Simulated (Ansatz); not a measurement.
# LiH (Fm-3m) in Ansatz: reference runs

Reference runs on LiH: the cell as given and a disturbed copy.

All numbers are computed with Ansatz 0.2.0; they aren't measurements. Logs are shortened: lines on timing, memory, paths and dates and some standing lists are left out, and cuts for length are marked.

## 1. The structure

It takes space group Fm-3m (No. 225, cubic). The conventional cell has a = 4.074 Å, b = 4.074 Å, c = 4.074 Å, α = 90.00°, β = 90.00°, γ = 90.00°. Li (site symmetry m-3m) is surrounded by 6 H at 2.04 Å. H (site symmetry m-3m) is surrounded by 6 Li at 2.04 Å.

## 2. Single point, PBE

Contents of input.yaml:

```yaml
crystal:
  lattice:
    - [0.0, 2.03675, 2.03675]
    - [2.03675, 0.0, 2.03675]
    - [2.03675, 2.03675, 0.0]
  atoms:
    - { symbol: Li, position: [0.0, 0.0, 0.0] }
    - { symbol: H, position: [0.5, 0.5, 0.5] }
kpoints:
  mp_grid: { grid: [11, 11, 11] }
scf:
  occupations: { method: fermi_dirac, width: 0.05 }
hamiltonian:
  xc: pbe
  pseudopotentials: { kind: all_electron, lapw: { basis_error: 0.001 } }
output:
  forces: true
  stress: true
  eigenvalues: true
  populations: true
```

Potentials or basis: all-electron LAPW, scalar-relativistic.

Command:

```console
ansatz run input.yaml --threads 1 --pin off --max-ram 3072MiB --backend cpu --events-out ev --progress --plain --runs-dir out
```

The log of the run:

```text
Warning: RAYON_NUM_THREADS=1 ignored (pool sized by the plan → 1); use --threads N
Li: projections on atomic orbitals take those of the free atom 1s2 2s1, of charge +0.00 (hamiltonian.pseudopotentials.projection_atoms)
H: projections on atomic orbitals take those of the free atom 1s1, of charge +0.00 (hamiltonian.pseudopotentials.projection_atoms)
LAPW: plane waves up to 6.791 Å⁻¹, error target 1.0e-3 eV per atom; small_component_spin mean_spin; H in spheres of 0.948 Å, 1 of its electrons in bands, Dirac shells []; Li in spheres of 1.089 Å, 3 of its electrons in bands, Dirac shells [] (how accurate: hamiltonian.pseudopotentials.lapw.basis_error, Limitations)
Engine: ansatz 0.2.0, x86_64-unknown-linux-gnu
Pseudopotentials: kind: all_electron
Pseudopotential: Li, LAPW, valence charge 3, lapw/all_electron/scalar/gaussian/Li, Koelling and Harmon's equation, gaussian nucleus
Pseudopotential: H, LAPW, valence charge 1, lapw/all_electron/scalar/gaussian/H, Koelling and Harmon's equation, gaussian nucleus
Functional definition: PBE
  parameter kappa = 0.804
  parameter beta = 0.06672455060314922
  exchange = pbe_x(kappa = kappa, mu = beta*pi^2/3)
  correlation = pbe_c(beta = beta)
Crystal: 2 atoms, lattice volume = 16.898 Å³
Basis set: ecut = 175.73085333958528 eV, 89 PW (Γ), exchange–correlation at level 2
Bands: 6, of which v1, the nominal top of the filled ones, is band 2 counted from 1 (1 counted from 0)
Symmetry: 48 space group operations
Space group: Fm-3m (ITA 225), of the structure as read, at distance tolerance 2.6e-5 Å
k-points: 56 of 1331
Non-local potential: Li, projectors of the file, none
Non-local potential: H, projectors of the file, none
Initial density: superposition of atomic densities (chi_scale 0.1, normalization cell, long waves kept (reshape's long-wave potential 0.00 eV rms))
Initial wavefunctions: plane waves of lowest kinetic energy (no species holds an atomic orbital)
Functional: x = pbe(κ = 0.804, μ = 0.2195149727645171), c = pbe(β = 0.06672455060314922)
iter 1 solved again at ethr=8.62e-3 eV; its pass at ethr=1.00e-1 eV (dr2=3.45e-1 eV) is discarded
SCF iter   1: F=—  HF=-221.617826 eV  |F-HF|=—  |Δ(HF+E_count)|=         —  Δρ=4.43e-2  dr2=3.45e-1  ethr=8.62e-3  ⟨swp⟩=2.0  Hψ=2655  notcnv=0
preconditioner: auto → none  [insulator: Δε(μ)=4.023 eV  Ē_g=14.259 eV  σ=0.050 eV  W_gap=1.00  n_scr=0 (ndim 8)  ℏωp=12.8 eV  f_vac=0.000  D(μ)=0.00/eV (n_scr^D=0)  ε∞_Penn≈1.8]
SCF iter   2: F=—  HF=-221.405348 eV  |F-HF|=—  |Δ(HF+E_count)|=   2.12e-1  Δρ=1.52e-2  dr2=4.08e-2  ethr=8.62e-3  ⟨swp⟩=2.0  Hψ=1008  notcnv=0
iter 3 solved again at ethr=3.86e-6 eV; its pass at ethr=1.02e-3 eV (dr2=1.54e-4 eV) is discarded
SCF iter   3: F=—  HF=-221.387102 eV  |F-HF|=—  |Δ(HF+E_count)|=   1.82e-2  Δρ=1.01e-3  dr2=1.54e-4  ethr=3.86e-6  ⟨swp⟩=2.0  Hψ=1690  notcnv=0
SCF iter   4: F=—  HF=-221.387571 eV  |F-HF|=—  |Δ(HF+E_count)|=         —  Δρ=9.88e-5  dr2=1.72e-6  ethr=3.86e-6  ⟨swp⟩=2.8  Hψ=827  notcnv=0
the basis was enlarged: its passes take 43.2 KiB over the memory plan, 1 of 1 planned eigensolver slots
SCF iter   5: F=-221.387572 eV  HF=-221.387572 eV  |F-HF|=3.16e-8  |Δ(HF+E_count)|=   7.18e-7  Δρ=3.29e-6  dr2=1.65e-9  ethr=4.30e-8  ⟨swp⟩=2.2  Hψ=795  notcnv=0
SCF 1 converged in 5 iterations: F = -221.387572 eV  dr2 = 1.65e-9
SCF converged after 5 iterations
Free energy (F): -221.387572 eV
Harris-Foulkes:  -221.387572 eV  (|F-HF|=3.16e-8)
Internal energy: -221.387572 eV  (E = F + TS)
E sigma→0 (E₀):  -221.387572 eV
Fermi energy:    1.910929 eV
--- Per-component energies (eV) ---
  E_band       = -91.633237
  E_kinetic    = 218.622792
  E_xc         = -61.179242
  E_electrostatic = -378.831122  (all electrons and nuclei)
  E_smearing   = -0.000000  (= −TS)
  E_closure    = 0.000000  (closes the sum)
  E_atoms      = -215.272876  (free atoms, spherical and without spin; not in F)
  Σ components = -221.387572   (vs F -221.387572, Δ=0.00e0)
  Basis errors (estimates in eV, not in F): energy 3.0e-4 per atom: plane waves 2.8e-4 (1.5e-4 summed), levels above the bands 3.1e-132, relativity 9.7e-10, radial functions 2.4e-5, core shells 0.0e0; eigenvalues (radial functions only) 4.2e-4; not estimated: angular momenta, meshes, grids; target (lapw.basis_error) 1.0e-3; muffin-tin radii H 0.948 Å, Li 1.089 Å
--- Forces (eV/Å), atoms counted from 1 ---
  atom   1  Li     0.00000000    -0.00000000    -0.00000000
  atom   2  H     -0.00000000     0.00000000     0.00000000
  max |Σ_I F_I| component: 3.87e-31 eV/Å
--- Stress (GPa, compression-positive) ---
       -1.660701      -0.000000       0.000000
       -0.000000      -1.660701      -0.000000
        0.000000      -0.000000      -1.660701
  P = ⅓ Tr σ = -1.6607 GPa (-16.607 kbar)
--- Band table (eV; the first three rows and the last of 56) ---
  k-point 0: bands = ["-43.9674", "-4.9102", "15.8195", "17.7408", "17.7408", "17.7408"]
  k-point 1: bands = ["-43.9644", "-4.7663", "14.7031", "16.8608", "17.4266", "17.4266"]
  k-point 2: bands = ["-43.9562", "-4.3430", "11.9743", "15.6920", "16.8717", "16.8717"]
  k-point 55: bands = ["-43.9174", "0.0079", "5.2674", "6.1524", "11.8343", "17.2737"]
--- Löwdin populations: 2 sites ---
  site symbol       q [e]
     0     Li      2.3892
     1      H      1.5621
  spilling = 0.012167 (of n_electrons = 4.000000)
```

Wall time 0.72 s (1 thread of AMD EPYC 9R45 (Zen 5), shared host); peak memory 0.24 GiB.

Results:

- Free energy: -221.3876 eV
- Pressure: -1.7 GPa
- Band gap on the k mesh: 3.20 eV, direct
- Loewdin charges: Li +0.61; H -0.56 e

Levels at points of the mesh, in eV from the valence-band top:
```tsv
k point	band 1	band 2	band 3	band 4	band 5
(0.00, 0.00, 0.00)	-44.27	-5.22	15.51	17.43	17.43
```

Caveat: an odd mesh through Γ misses points on the zone boundary, where band edges often lie.

## 3. Single point, PBE (atoms moved at random, drawn with an rms of 0.05 Å)

Edit input.yaml of step 2 so:

```diff
@@ -6,4 +6,4 @@
   atoms:
-    - { symbol: Li, position: [0.0, 0.0, 0.0] }
-    - { symbol: H, position: [0.5, 0.5, 0.5] }
+    - { symbol: Li, position: [0.012229, -0.003892, 0.000388] }
+    - { symbol: H, position: [0.496686, 0.498115, 0.504653] }
 kpoints:
```

Potentials or basis: all-electron LAPW, scalar-relativistic.

Command:

```console
ansatz run input.yaml --threads 1 --pin off --max-ram 3072MiB --backend cpu --events-out ev --progress --plain --runs-dir out
```

The log of the run:

```text
Warning: RAYON_NUM_THREADS=1 ignored (pool sized by the plan → 1); use --threads N
Li: projections on atomic orbitals take those of the free atom 1s2 2s1, of charge +0.00 (hamiltonian.pseudopotentials.projection_atoms)
H: projections on atomic orbitals take those of the free atom 1s1, of charge +0.00 (hamiltonian.pseudopotentials.projection_atoms)
LAPW: plane waves up to 6.869 Å⁻¹, error target 1.0e-3 eV per atom; small_component_spin mean_spin; H in spheres of 0.931 Å, 1 of its electrons in bands, Dirac shells []; Li in spheres of 1.078 Å, 3 of its electrons in bands, Dirac shells [] (how accurate: hamiltonian.pseudopotentials.lapw.basis_error, Limitations)
[... 9 set-up lines as earlier in the session ...]
Crystal: 2 atoms, lattice volume = 16.898 Å³
Basis set: ecut = 179.78505182216568 eV, 89 PW (Γ), exchange–correlation at level 2
Bands: 6, of which v1, the nominal top of the filled ones, is band 2 counted from 1 (1 counted from 0)
Symmetry: 1 space group operations
Space group: P1 (ITA 1), of the structure as read, at distance tolerance 2.6e-5 Å
k-points: 666 of 1331 (time reversal used)
[... 5 set-up lines as earlier in the session ...]
iter 1 solved again at ethr=9.00e-3 eV; its pass at ethr=1.00e-1 eV (dr2=3.60e-1 eV) is discarded
SCF iter   1: F=—  HF=-221.617368 eV  |F-HF|=—  |Δ(HF+E_count)|=         —  Δρ=4.51e-2  dr2=3.60e-1  ethr=9.00e-3  ⟨swp⟩=2.0  Hψ=32012  notcnv=0
preconditioner: auto → none  [insulator: Δε(μ)=4.026 eV  Ē_g=14.260 eV  σ=0.050 eV  W_gap=1.00  n_scr=0 (ndim 8)  ℏωp=12.8 eV  f_vac=0.000  D(μ)=0.00/eV (n_scr^D=0)  ε∞_Penn≈1.8]
SCF iter   2: F=—  HF=-221.404654 eV  |F-HF|=—  |Δ(HF+E_count)|=   2.13e-1  Δρ=1.54e-2  dr2=4.24e-2  ethr=9.00e-3  ⟨swp⟩=2.0  Hψ=11988  notcnv=0
iter 3 solved again at ethr=3.85e-6 eV; its pass at ethr=1.06e-3 eV (dr2=1.54e-4 eV) is discarded
SCF iter   3: F=—  HF=-221.386406 eV  |F-HF|=—  |Δ(HF+E_count)|=   1.82e-2  Δρ=1.01e-3  dr2=1.54e-4  ethr=3.85e-6  ⟨swp⟩=2.0  Hψ=20019  notcnv=0
SCF iter   4: F=—  HF=-221.386874 eV  |F-HF|=—  |Δ(HF+E_count)|=         —  Δρ=1.01e-4  dr2=1.79e-6  ethr=3.85e-6  ⟨swp⟩=2.7  Hψ=9809  notcnv=0
the basis was enlarged: its passes take 43.2 KiB over the memory plan, 1 of 1 planned eigensolver slots
SCF iter   5: F=-221.386874 eV  HF=-221.386874 eV  |F-HF|=3.03e-8  |Δ(HF+E_count)|=   3.17e-7  Δρ=3.82e-6  dr2=2.14e-9  ethr=4.48e-8  ⟨swp⟩=2.3  Hψ=9497  notcnv=0
SCF 1 converged in 5 iterations: F = -221.386874 eV  dr2 = 2.14e-9
SCF converged after 5 iterations
Free energy (F): -221.386874 eV
Harris-Foulkes:  -221.386874 eV  (|F-HF|=3.03e-8)
Internal energy: -221.386874 eV  (E = F + TS)
E sigma→0 (E₀):  -221.386874 eV
Fermi energy:    1.911471 eV
--- Per-component energies (eV) ---
  E_band       = -91.632754
  E_kinetic    = 218.628316
  E_xc         = -61.180629
  E_electrostatic = -378.834561  (all electrons and nuclei)
  E_smearing   = -0.000000  (= −TS)
  E_closure    = 0.000000  (closes the sum)
  E_atoms      = -215.272876  (free atoms, spherical and without spin; not in F)
  Σ components = -221.386874   (vs F -221.386874, Δ=0.00e0)
  Basis errors (estimates in eV, not in F): energy 3.2e-4 per atom: plane waves 2.8e-4 (1.5e-4 summed), levels above the bands 2.7e-132, relativity 9.7e-10, radial functions 3.7e-5, core shells 0.0e0; eigenvalues (radial functions only) 3.9e-4; not estimated: angular momenta, meshes, grids; target (lapw.basis_error) 1.0e-3; muffin-tin radii H 0.931 Å, Li 1.078 Å
--- Forces (eV/Å), atoms counted from 1 ---
  atom   1  Li     0.01175522    -0.02123522    -0.02556299
  atom   2  H     -0.01175493     0.02123506     0.02556274
  max |Σ_I F_I| component: 2.92e-7 eV/Å
--- Stress (GPa, compression-positive) ---
       -1.665295       0.001779       0.002152
        0.001779      -1.637589      -0.003812
        0.002152      -0.003812      -1.619837
  P = ⅓ Tr σ = -1.6409 GPa (-16.409 kbar)
--- Band table (eV; the first three rows and the last of 666) ---
  k-point 0: bands = ["-43.9668", "-4.9098", "15.7879", "17.7394", "17.7419", "17.7810"]
  k-point 1: bands = ["-43.9638", "-4.7659", "14.6890", "16.8342", "17.4263", "17.4741"]
  k-point 2: bands = ["-43.9557", "-4.3429", "11.9704", "15.6753", "16.8706", "16.8972"]
  k-point 665: bands = ["-43.9272", "-1.9926", "5.1932", "12.3328", "15.5007", "15.7467"]
--- Löwdin populations: 2 sites ---
  site symbol       q [e]
     0     Li      2.3891
     1      H      1.5622
  spilling = 0.012169 (of n_electrons = 4.000000)
```

populations.tsv:

```text
# site	symbol	l	j	q
# orbitals = lowdin
# n_electrons = 4.000000
# spilling = 0.012169
# projection_atom_Li: 1s2 2s1
# projection_atom_H: 1s1
0	Li	0_1S	-	1.982491
0	Li	0_2S	-	0.406638
1	H	0_1S	-	1.562197
```

It took 8.1 s on 1 thread of AMD EPYC 9R45 (Zen 5), shared host; peak memory 0.39 GiB.

What came out:

| Item | Value |
| --- | --- |
| Free energy | -221.3869 eV |
| Pressure | -1.6 GPa |
| Largest force | 0.035 eV/Å |
| Band gap on the k mesh | 3.21 eV, direct |
| Loewdin charges | Li +0.61; H -0.56 e |

Forces on the atoms (eV/Å):
```
Li   0.012 -0.021 -0.026
H   -0.012  0.021  0.026
```

Caveat: an odd mesh through Γ misses points on the zone boundary, where band edges often lie.
